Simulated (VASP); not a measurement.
# Mg: intraband terms of a metal's spectrum

Mg, Fm-3m (no. 225), 1 atom in the cell. PBE, independent-particle dielectric function; PAW potentials Mg (PBE set).

## Input

INCAR.step1:
```
EDIFF    = 1E-7           # SCF threshold, eV
ENCUT    = 230            # plane-wave cutoff, eV
ISMEAR   = 1              # smearing method
KPAR     = 4            
LASPH    = T              # aspherical terms in the spheres
LCHARG   = T              # write CHGCAR
LMAXMIX  = 4              # l up to which the mixer works
LWAVE    = F              # write WAVECAR
PREC     = Accurate       # precision mode
SIGMA    = 0.1            # smearing width, eV
```

INCAR.step2:
```
CSHIFT   = 0.1          
EDIFF    = 1E-6           # SCF threshold, eV
ENCUT    = 230            # plane-wave cutoff, eV
ICHARG   = 11             # starting density
ISMEAR   = 0              # smearing method
KPAR     = 4            
LASPH    = T              # aspherical terms in the spheres
LCHARG   = F              # write CHGCAR
LMAXMIX  = 4              # l up to which the mixer works
LWAVE    = T              # write WAVECAR
NBANDS   = 15             # bands
NEDOS    = 3000           # points of the DOS
OMEGAMAX = 30           
PREC     = Accurate       # precision mode
SIGMA    = 0.3            # smearing width, eV
```

INCAR.step3, as INCAR.step2 but for:
```
- LWAVE = T
+ ALGO = None
+ ISTART = 1
+ LOPTICS = T
+ LWAVE = F
+ NELM = 1
```

INCAR.step4, as INCAR.step3 but for:
```
+ WPLASMAI = 0.03
```

INCAR.step5 to INCAR.step6 change the same tag again: WPLASMAI = 0.1, 0.3.

INCAR.step7, as INCAR.step6 but for:
```
- WPLASMAI = 0.3
+ RTIME = 20
```

INCAR.step8, as INCAR.step7 but for:
```
- RTIME = 20
+ RTIME = 40
```

INCAR.step9, as INCAR.step8 but for:
```
- RTIME = 40
+ LNABLA = T
```

INCAR.step10, as INCAR.step9 but for:
```
- ISMEAR = 0
- LNABLA = T
+ ISMEAR = -5
```

KPOINTS.step1:
```
k-points
0
Gamma
  10 10 10
```

KPOINTS.step2:
```
k-points
0
Gamma
  21 21 21
```

POSCAR:
```
Mg
1.0
    0.0000000000      2.2442560000      2.2442560000
    2.2442560000      0.0000000000      2.2442560000
    2.2442560000      2.2442560000      0.0000000000
Mg
1
Direct
    0.0000000000      0.0000000000      0.0000000000
```

Commands (each step's output is kept before the next begins):
```
cat potpaw_PBE.64/Mg/POTCAR > POTCAR
cp INCAR.step1 INCAR
cp KPOINTS.step1 KPOINTS
mpirun -np 4 vasp_std > vasp.out
cp INCAR.step2 INCAR
cp KPOINTS.step2 KPOINTS
mpirun -np 4 vasp_std > vasp.out
cp INCAR.step3 INCAR
mpirun -np 4 vasp_std > vasp.out
cp INCAR.step4 INCAR
mpirun -np 4 vasp_std > vasp.out
cp INCAR.step5 INCAR
mpirun -np 4 vasp_std > vasp.out
cp INCAR.step6 INCAR
mpirun -np 4 vasp_std > vasp.out
cp INCAR.step7 INCAR
mpirun -np 4 vasp_std > vasp.out
cp INCAR.step8 INCAR
mpirun -np 4 vasp_std > vasp.out
cp INCAR.step9 INCAR
mpirun -np 4 vasp_std > vasp.out
cp INCAR.step10 INCAR
mpirun -np 4 vasp_std > vasp.out
```

## Result

- Bands: 15

One ground state, settings moved in the last step alone:

| Settings | Plasma frequency (eV) | Im ε at 0.5 eV | Im ε at 1 eV | Im ε at 2 eV | Im ε at 4 eV | Time (s) |
|---|---|---|---|---|---|---|
| interband part alone | 8.97 | 46.9 | 28.0 | 4.3 | 0.6 | 3 |
| Drude term, WPLASMAI 0.03 | 8.97 | 66.1 | 30.4 | 4.6 | 0.6 | 3 |
| Drude term, WPLASMAI 0.1 | 8.97 | 108.7 | 35.9 | 5.3 | 0.7 | 3 |
| Drude term, WPLASMAI 0.3 | 8.97 | 188.8 | 50.1 | 7.3 | 0.9 | 4 |
| relaxation time RTIME 20 fs | 8.97 | 68.0 | 30.6 | 4.6 | 0.6 | 4 |
| relaxation time RTIME 40 fs | 8.97 | 57.5 | 29.3 | 4.5 | 0.6 | 4 |
| transversal form (LNABLA) | 8.95 | 46.8 | 27.9 | 4.3 | 0.5 | 4 |
| tetrahedron method | – | – | – | – | – | no result |

VASP 6.6.1 took 32 s on 4 cores (Intel Xeon Platinum 8488C (Sapphire Rapids)), a shared host.
